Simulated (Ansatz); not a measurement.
A relaxation computed with Ansatz, from input to last step.

```yaml
crystal:
  lattice:
    - [3.7277587179, 0.0, 0.0]
    - [-1.8638793589, 3.2283337489, 0.0]
    - [0.0, 0.0, 6.1712490779]
  atoms:
    - { symbol: Si, position: [0.6666666667, 0.3333333333, 0.874159157] }
    - { symbol: Si, position: [0.3333333333, 0.6666666667, 0.374159157] }
    - { symbol: Ge, position: [0.6666666667, 0.3333333333, 0.500839843] }
    - { symbol: Ge, position: [0.3333333333, 0.6666666667, 0.000839843] }
basis:
  ecutwfc: 500
kpoints:
  mp_grid: { grid: [12, 12, 6] }
hamiltonian:
  xc: r2scan
scf:
  occupations: { method: gaussian, width: 0.02 }
output:
  forces: true
  stress: true
  eigenvalues: true
relax:
  adjacent_minimum: "off"
  f_tol: 0.008
  max_steps: 50
  cell: { stress_tol: 0.08, p_target: 15.0 }
```

```bash
ansatz run input.yaml --threads 1 --pin off --max-ram 2560MiB --backend cpu --events-out ev --progress --plain --runs-dir out
```

Computed with DFT r2SCAN, scalar-relativistic, plane waves, PAW (Ansatz).

Of 4 frames 3 are shown, positions in Å and forces in eV/Å; the SCF threshold varies from step to step. Steps run on the plane waves of an earlier cell, with a Pulay correction in the pressure. The basis is chosen afresh for the last frame, the zero of the energies, and at times for earlier ones too; energy and pressure step there, also at an unchanged geometry. The relaxation lowers the enthalpy F + PV at the target pressure, so the free energy itself can rise.

```xyz
4
Lattice="3.7278 0.0000 0.0000 -1.8639 3.2283 0.0000 0.0000 0.0000 6.1712" Properties=species:S:1:pos:R:3:forces:R:3 pbc="T T T" step=1 free_energy_over_end_meV_per_atom=7.71 pressure_GPa=15.64
Si    1.8639    1.0761    5.3947    0.0000    0.0000   -0.0315
Si    0.0000    2.1522    2.3090    0.0000    0.0000   -0.0315
Ge    1.8639    1.0761    3.0908    0.0000    0.0000    0.0315
Ge    0.0000    2.1522    0.0052    0.0000    0.0000    0.0315
4
Lattice="3.7292 0.0000 0.0000 -1.8646 3.2296 0.0000 0.0000 0.0000 6.1922" Properties=species:S:1:pos:R:3:forces:R:3 pbc="T T T" step=2 free_energy_over_end_meV_per_atom=0.27 pressure_GPa=15.01
Si    1.8646    1.0765    5.4106    0.0000    0.0000    0.0009
Si    0.0000    2.1531    2.3145    0.0000    0.0000    0.0009
Ge    1.8646    1.0765    3.1037    0.0000    0.0000   -0.0008
Ge    0.0000    2.1531    0.0076    0.0000    0.0000   -0.0008
4
Lattice="3.7311 0.0000 0.0000 -1.8655 3.2312 0.0000 0.0000 0.0000 6.1869" Properties=species:S:1:pos:R:3:forces:R:3 pbc="T T T" step=4 free_energy_over_end_meV_per_atom=0.00 pressure_GPa=14.99
Si    1.8655    1.0771    5.4066    0.0000    0.0000   -0.0001
Si    0.0000    2.1541    2.3132    0.0000    0.0000   -0.0001
Ge    1.8655    1.0771    3.1004    0.0000    0.0000    0.0001
Ge    0.0000    2.1541    0.0069    0.0000    0.0000    0.0001
```

It took 2.6 min on 1 thread of Intel(R) Xeon(R) Processor @ 2.50GHz (Skylake/Cascade Lake), on a shared host, peak memory 0.6 GiB.